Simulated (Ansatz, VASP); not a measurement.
# One calculation of Tl, two programs

```xyz
1
Lattice="-1.9893 1.9893 1.9893 1.9893 -1.9893 1.9893 1.9893 1.9893 -1.9893" Properties=species:S:1:pos:R:3 pbc="T T T"
Tl    0.0000    0.0000    0.0000
```

Alike in both runs: task relaxation of cell and atoms; functional PBE; k mesh 15 × 15 × 15; occupations fermi-dirac, width 0.08 eV; no spin polarisation.

|  | VASP | Ansatz |
| --- | --- | --- |
| version | VASP 6.6.1 | Ansatz 0.2.0 |
| potentials or method | VASP PAW PBE potentials, release 64 (Tl_d) | PAW with Ansatz's default frozen-core files, scalar-relativistic |
| plane-wave cutoff (eV) | 600 | 420 |
| valence electrons in the cell | 13 | 13 |

|  | VASP | Ansatz | Ansatz less VASP |
| --- | --- | --- | --- |
| relaxed volume (Å³/atom) | 31.42 | 31.49 | +0.075 |
| relaxed cell length with the largest relative difference (Å) | 3.443 | 3.446 | +0.0027 |

Spin-orbit coupling is left out, which matters for the levels of Tl.
